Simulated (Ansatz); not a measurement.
# GaN (P6_3mc) in Ansatz: band structure with BHLYP

Aim: the band structure of GaN with BHLYP.

All numbers are computed with Ansatz 0.2.0; they aren't measurements. Logs are shortened: lines on timing, memory, paths and dates and some standing lists are left out, and cuts for length are marked.

**What was measured.**

“Studying electronic properties in GaN without electrical contacts using γ-γ vs e−-γ Perturbed Angular Correlations”, 2019, pmc:6823545 quotes, for a bulk crystal of GaN: band gap 3.503 ± 0.005 eV (direct).

How close the calculation comes is told below.

## 1. Starting point

It takes space group P6_3mc (No. 186, hexagonal). The conventional cell has a = 3.180 Å, b = 3.180 Å, c = 5.166 Å, α = 90.00°, β = 90.00°, γ = 120.00°. Ga (site symmetry 3m) is surrounded by 4 N at 1.94 to 1.95 Å. N (site symmetry 3m) is surrounded by 4 Ga at 1.94 to 1.95 Å.

## 2. Band structure, BHLYP

Input file input.yaml:

```yaml
crystal:
  lattice:
    - [3.18, 0.0, 0.0]
    - [-1.59, 2.753960784, 0.0]
    - [0.0, 0.0, 5.166]
  atoms:
    - { symbol: Ga, position: [0.6666666667, 0.3333333333, 0.5] }
    - { symbol: Ga, position: [0.3333333333, 0.6666666667, 0.0] }
    - { symbol: "N", position: [0.6666666667, 0.3333333333, 0.875] }
    - { symbol: "N", position: [0.3333333333, 0.6666666667, 0.375] }
hamiltonian:
  xc: { name: BHLYP }
  pseudopotentials: { kind: paw }
kpoints:
  mp_grid: { grid: [6, 6, 3] }
  band_path:
    path:
      - [[0.0, 0.0, 0.0], [0.5, 0.0, 0.0], [0.3333333333, 0.3333333333, 0.0], [0.0, 0.0, 0.0], [0.0, 0.0, 0.5], [0.5, 0.0, 0.5], [0.3333333333, 0.3333333333, 0.5], [0.0, 0.0, 0.5]]
      - [[0.5, 0.0, 0.5], [0.5, 0.0, 0.0]]
      - [[0.3333333333, 0.3333333333, 0.0], [0.3333333333, 0.3333333333, 0.5]]
    npoints: 4
scf:
  occupations: { method: fermi_dirac, width: 0.05 }
  n_extra_bands: 10
output:
  forces: true
  stress: true
  eigenvalues: true
  fatbands: false
```

Potentials or basis: Ansatz PAW.

Command:

```sh
$ ansatz run input.yaml --threads 2 --pin off --max-ram 5632MiB --backend cpu --events-out ev --progress --plain --runs-dir out
```

Output:

```text
Warning: output.stress: scf.convergence.dr2_threshold = 1e-7 eV (the SCF's general default) is looser than the 4e-10 eV advised for a printed stress (1e-10 eV for each atom of the cell: 4). What an SCF threshold leaves in a stress goes as its square root, and in the free energy as the threshold itself, and one threshold admits the most on a small cell: of the crystals measured, under no hybrid functional and no lock of the moments, on runs that ended without the residual-converged pass, on stresses that held no estimate of that error, the worst erred by over 100 MPa in a component at 1e-7 eV an atom and by under 5 at 1e-10. Set scf.convergence.dr2_threshold to 4e-10 eV or tighter. The threshold is an SCF's pass mark: one that does not reach it within its budget of iterations ends unconverged, or closes short of it on a stop that the run arms, and scf.convergence.dr2_threshold's page says what that costs each kind of run
Warning: output.stress: scf.exx.energy_threshold = 1e-6 eV is looser than the 4e-8 eV advised for a stress under a hybrid functional (1e-8 eV for each atom of the cell: 4). Every SCF of the exchange loop can meet its threshold on dr2 while the loop round them stops early: no threshold on dr2 bounds what that leaves in the stress. Set scf.exx.energy_threshold to 4e-8 eV or tighter. The threshold is the loop's pass mark: a loop that does not reach it within its budget of cycles ends unconverged, and scf.exx.energy_threshold's page has the law
Warning: RAYON_NUM_THREADS=2 ignored (pool sized by the plan → 2); use --threads N
scf.n_extra_bands = 10 over 18 filled bands (N_el = 36.0): the run solves 28 bands
Engine: ansatz 0.2.0, aarch64-unknown-linux-gnu
Pseudopotentials: kind: paw
Pseudopotential: Ga, paw, valence charge 13, recommended cutoff 420 eV (normal), Ga.paw.azcp
Pseudopotential: N, paw, valence charge 5, recommended cutoff 420 eV (normal), N.paw.azcp
Functional definition: BHLYP
  parameter a = 0.5
  exchange = (1 - a)*b88_x + a*exact_x
  correlation = lyp_c
Crystal: 4 atoms, lattice volume = 45.242 Å³
Basis set: ecut = 420 eV, 881 PW (Γ), exchange–correlation on 48×48×72 points (8 copies of the dense FFT grid, shifted against one another)
Bands: 28, of which v1, the nominal top of the filled ones, is band 18 counted from 1 (17 counted from 0)
Symmetry: 12 space group operations
Space group: P63mc (ITA 186), of the structure as read, at distance tolerance 3.6e-5 Å
k-points: 14 of 108 (time reversal used)
Non-local potential: Ga, projectors of the file, l = 0: 2, l = 1: 2, l = 2: 3, l = 3: 1
Non-local potential: N, projectors of the file, l = 0: 2, l = 1: 2, l = 2: 1
PAW form: soft (Blöchl's): semilocal exchange-correlation on the pseudo side does not see the compensation charge
PAW frozen core: Ga, regenerated for the run's functional, and the local potential with it (the file was generated under x = pbe(κ = 0.804, μ = 0.2195149727645171), c = pbe(β = 0.06672455060314922))
PAW frozen core: N, regenerated for the run's functional, and the local potential with it (the file was generated under x = pbe(κ = 0.804, μ = 0.2195149727645171), c = pbe(β = 0.06672455060314922))
PAW one-centre angular grid: Ga, 590 points (default); XC on 64 Gauss nodes
PAW one-centre angular grid: N, 110 points (default); XC on 64 Gauss nodes
Initial density: superposition of atomic densities (neutral atoms: chi_scale 0, normalization atom), corrected by the library's trained network
Initial wavefunctions: pseudopotential atomic-orbital guess
Functional: x = b88, c = lyp, warm-up for x = 0.5 b88 + 0.5 exact, c = lyp
SCF iter   1: F=—  HF=-8358.096259 eV  |F-HF|=—  |Δ(HF+E_count)|=         —  Δρ=1.73e-2  dr2=1.18e-1  ethr=1.77e-3  ⟨swp⟩=9.1  Hψ=1789  notcnv=0
preconditioner: auto → none  [insulator: Δε(μ)=2.177 eV  Ē_g=20.294 eV  σ=0.050 eV  W_gap=1.00  n_scr=22 (ndim 8)  ℏωp=33.1 eV  f_vac=0.008  D(μ)=0.00/eV (n_scr^D=0)]
SCF iter   2: F=—  HF=-8358.065469 eV  |F-HF|=—  |Δ(HF+E_count)|=   3.08e-2  Δρ=5.75e-3  dr2=1.40e-2  ethr=3.27e-4  ⟨swp⟩=3.7  Hψ=843  notcnv=0  defer=3
iter 3 solved again at ethr=2.05e-7 eV; its pass at ethr=3.90e-5 eV (dr2=7.38e-5 eV) is discarded
SCF iter   3: F=-8358.062050 eV  HF=-8358.062028 eV  |F-HF|=2.24e-5  |Δ(HF+E_count)|=   3.44e-3  Δρ=7.06e-4  dr2=7.44e-5  ethr=2.05e-7  ⟨swp⟩=3.9  Hψ=1683  notcnv=0  defer=1
SCF 1 stopped early in 3 iterations: F = -8358.062050 eV  dr2 = 7.44e-5
[... 36 lines left out ...]
NSCF: frozen V_eff on 39 k-points
hybrid SCF converged: 3 outer / 17 inner (+3 warm-up), last move |dexx| = 6.32e-8 eV, tail = 1.59e-8 eV
Stability not checked: this state was not tested for a lower state beside it, because the functional holds exact exchange (a hybrid, or Hartree-Fock), whose exchange loop this test does not read (fock_operator; see scf.lower_state_search)
Free energy (F): -8350.146304 eV
Frozen-core exchange: fock
Harris-Foulkes:  -8350.146304 eV  (|F-HF|=2.80e-9)
Internal energy: -8350.146304 eV  (E = F + TS)
E sigma→0 (E₀):  -8350.146304 eV
Fermi energy:    10.859590 eV
--- Per-component energies (eV) ---
  E_band       = -189.359236
  E_kinetic    = 496.146618
  E_local      = -3900.396337  (includes V_loc(G=0)·N_el)
  E_nonlocal   = 945.332512
  E_hartree    = 1814.271233
  E_xc         = -135.444437
  E_vxc        = -140.074977  (∫ρ·V_xc dr)
  E_exx        = -279.580382  (= α·E_x^exact, valence–valence)
  E_paw        = -4106.812593  (= ΣΔE_a)
  E_vpaw       = -659.747798  (= ΣTr[D̂ρ^β])
  E_aug_tail   = 0.000024  (compensation charges beyond the density's cutoff)
  E_ewald      = -3183.826728
  E_core_change = 0.163785  (= ΣΔE_core)
  E_smearing   = -0.000000  (= −TS)
  E_closure    = 0.000000  (closes the sum)
  Σ components = -8350.146304   (vs F -8350.146304, Δ=1.82e-12)
--- Forces (eV/Å), atoms counted from 1 ---
  atom   1  Ga     0.00000000    -0.00000000    -0.16791658
  atom   2  Ga    -0.00000000     0.00000000    -0.16791658
  atom   3  N      0.00000000    -0.00000000     0.16793304
  atom   4  N      0.00000000     0.00000000     0.16793304
  max |Σ_I F_I| component: 3.29e-5 eV/Å
--- Stress (GPa, compression-positive) ---
       -0.313120       0.000000      -0.000000
        0.000000      -0.313120       0.000000
       -0.000000       0.000000       1.259855
  P = ⅓ Tr σ = 0.2112 GPa (2.112 kbar)
--- Band table (eV; the first three rows and the last of 14) ---
  k-point 0: bands = ["-11.2844", "-11.2779", "-10.3473", "-10.3266", "-10.3266", "-10.2659", "-10.2659", "-10.0695", "-10.0695", "-9.9882", "-9.9882", "-7.5878", "-0.3707", "6.5133", "6.5133", "7.6778", "7.7415", "7.7415", "13.9358", "16.5509", "22.2258", "22.4494", "22.4494", "23.4993", "24.5891", "24.5891", "27.3060", "28.3354"]
  k-point 1: bands = ["-11.2287", "-11.1967", "-10.3175", "-10.3175", "-10.2869", "-10.2869", "-10.0440", "-10.0440", "-10.0034", "-10.0034", "-9.9574", "-8.6355", "1.5555", "5.2369", "6.8046", "6.8046", "7.4168", "7.4168", "15.7059", "16.7175", "21.4408", "21.7176", "22.6306", "22.6306", "23.6117", "23.6117", "28.3193", "29.9422"]
  k-point 2: bands = ["-11.2684", "-11.2197", "-10.3157", "-10.2959", "-10.2382", "-10.2226", "-10.0881", "-10.0693", "-10.0389", "-9.9827", "-9.9625", "-7.3333", "0.0825", "4.6556", "5.9123", "5.9315", "7.3447", "7.4633", "15.5144", "17.9657", "20.7046", "21.5615", "23.1524", "23.2804", "24.2650", "25.2089", "25.5157", "27.6158"]
  k-point 13: bands = ["-11.2267", "-11.2267", "-10.2510", "-10.1942", "-10.1942", "-10.1532", "-10.0607", "-10.0477", "-10.0477", "-10.0418", "-7.0134", "-7.0134", "0.9024", "0.9024", "2.2852", "3.6985", "5.6300", "5.6300", "18.4552", "19.3458", "19.3458", "20.4754", "22.2022", "22.2022", "26.0482", "27.2553", "27.2553", "28.0234"]
```

bands.tsv:

```text
# k_distance	band_0	band_1	band_2	band_3	band_4	band_5	band_6	band_7	band_8	band_9	band_10	band_11	band_12	band_13	band_14	band_15	band_16	band_17	band_18	band_19	band_20	band_21	band_22	band_23	band_24	band_25	band_26	band_27
# fermi_ev = 10.859596
[... 57 lines left out ...]
7.905551	-22.082413	-22.082413	-21.097337	-21.059000	-21.059000	-21.021160	-20.920406	-20.907291	-20.904156	-20.904156	-17.871930	-17.871930	-10.040648	-10.040648	-8.427175	-7.349514	-5.062130	-5.062130	7.895629	8.281494	8.281494	9.447202	11.326421	11.326421	15.286277	16.533026	16.533026	16.744098
8.057583	-22.076842	-22.076842	-21.066128	-21.066128	-21.055968	-21.055968	-20.917914	-20.917914	-20.899972	-20.899972	-17.870474	-17.870474	-10.152305	-10.152305	-7.916997	-7.916997	-4.827208	-4.827208	7.992259	7.992259	8.765310	8.765310	11.310201	11.310201	15.799284	15.799284	16.706325	16.706325
```

It took 2.8 min on 2 threads of Arm Neoverse V2, shared host; peak memory 0.93 GiB.

What came out:

| Property | Result |
| --- | --- |
| Free energy | -8350.1463 eV |
| Pressure | 0.2 GPa |
| Largest force | 0.168 eV/Å |
| Band gap on the k mesh | 6.19 eV, direct |
| Band gap along the path | 6.19 eV, direct |

Forces in eV/Å, atoms in the order of the input:
```
Ga   0.000  0.000 -0.168
Ga   0.000  0.000 -0.168
N    0.000  0.000  0.168
N    0.000  0.000  0.168
```

Levels at the corners of the path, in eV from the valence-band top:
| point | band 16 | band 17 | band 18 | band 19 | band 20 | band 21 |
| --- | --- | --- | --- | --- | --- | --- |
| Γ | -0.06 | 0.00 | 0.00 | 6.19 | 8.81 | 14.48 |
| M | -3.18 | -2.51 | -1.14 | 9.40 | 10.09 | 10.58 |
| K | -3.46 | -3.46 | -3.14 | 9.27 | 13.05 | 13.05 |
| Γ | -0.06 | 0.00 | 0.00 | 6.19 | 8.81 | 14.48 |
| A | -0.64 | -0.64 | -0.64 | 8.78 | 8.78 | 13.45 |
| L | -2.25 | -2.19 | -2.19 | 8.71 | 8.71 | 12.60 |
| H | -4.80 | -1.71 | -1.71 | 11.11 | 11.11 | 11.88 |
| A | -0.64 | -0.64 | -0.64 | 8.78 | 8.78 | 13.45 |
| L | -2.25 | -2.19 | -2.19 | 8.71 | 8.71 | 12.60 |
| M | -3.18 | -2.51 | -1.14 | 9.40 | 10.09 | 10.58 |
| K | -3.46 | -3.46 | -3.14 | 9.27 | 13.05 | 13.05 |
| H | -4.80 | -1.71 | -1.71 | 11.11 | 11.11 | 11.88 |

Caveat: the pressure holds a Pulay correction of +0.5 GPa for the finite cutoff; the PAW data sets come from PBE, with cores solved anew for the run's functional, which leaves a small shift of forces and pressure; the thresholds are loose for stress.

## 3. How close it comes

Step 2. A measured gap of GaN is 3.503 eV (direct; quoted in “Studying electronic properties in GaN without electrical contacts using γ-γ vs e−-γ Perturbed Angular Correlations”, 2019, pmc:6823545); the calculated 6.19 eV misses it by +2.69 eV. So large a miss can be the level of theory's own, or it may mean another phase, state or a wrong row. Spin-orbit coupling on Ga is left out. The value is that of BHLYP, without temperature or zero-point motion.
